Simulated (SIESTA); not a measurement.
## How far to go with the SCF threshold: AlSb (R3m, 2 atoms in the cell)

```xyz
2
Lattice="0.0000 3.0608 3.0608 3.0608 0.0000 3.0608 3.0608 3.0608 0.0000" Properties=species:S:1:pos:R:3 pbc="T T T"
Al     0.0289     0.0289     0.0289
Sb     1.5304     1.5304     1.5304
```

Level of theory: GGA PBE, numerical atomic orbitals DZP, PseudoDojo PBE standard norm-conserving potentials (rewritten from UPF to PSML) (SIESTA 5.4.2).

Base settings: XC.functional = GGA; XC.authors = PBE; potentials = PseudoDojo PBE standard; PAO.BasisSize = DZP; PAO.EnergyShift = 0.01 Ry; MeshCutoff = 300 Ry; kgrid.MonkhorstPack = 7 7 7; OccupationFunction = FD; ElectronicTemperature = 116.05 K; MaxSCFIterations = 150.

In this ladder: SCF.DM.Tolerance = default; SCF.DM.Converge = false; SCF.H.Converge = false; SCF.FreeE.Converge = true.

The mesh stays at the base's, so the ladder's end is converged at best in this setting alone.

Only quantities that move along the ladder and can be compared are tabulated.

The starting cell has typed, rounded lattice constants, without a prior relaxation at this level. Its lattice was rescaled by up to half a per cent. One atom was moved a little off its site on purpose. Spin-orbit coupling is off. Values carry the incompleteness of an atom-centred basis.

| SCF.FreeE.Tolerance | free energy less the last step's (meV/atom) | pressure (GPa) | largest difference of a force vector from the last step's (eV/Å) | gap on the mesh (eV) |
|---|---|---|---|---|
| 1.0E-01 eV | 21.96 | 1.94 | 0.015 | 1.054 |
| 1.0E-02 eV | 0.04 | 2.92 | 0.000 | 1.153 |
| 1.0E-03 eV | 0.44 | 2.71 | 0.001 | 1.129 |
| 1.0E-04 eV | 0.00 | 2.83 | 0.000 | 1.147 |
| 1.0E-05 eV | 0.00 | 2.83 | 0.000 | 1.147 |
| 1.0E-06 eV | 0.00 | 2.83 | 0.000 | 1.147 |
| 1.0E-07 eV | 0.00 | 2.82 | 0.000 | 1.147 |
| 1.0E-08 eV | 0.00 | 2.83 | 0.000 | 1.147 |
| 1.0E-10 eV | 0.00 | 2.83 | 0.000 | 1.147 |
| 1.0E-12 eV | 0.00 | 2.82 | 0.000 | 1.147 |

Coarsest SCF.FreeE.Tolerance that holds the gap on the mesh within 0.02 eV of the last step, with all finer ones: 1.0E-02 eV; the step before is off by 0.093 eV.

Coarsest SCF.FreeE.Tolerance that holds the forces within 0.01 eV/Å of the last step, with all finer ones: 1.0E-02 eV; the step before is off by 0.015 eV/Å.

Coarsest SCF.FreeE.Tolerance that holds the pressure within 0.2 GPa of the last step, with all finer ones: 1.0E-02 eV; the step before is off by 0.89 GPa.
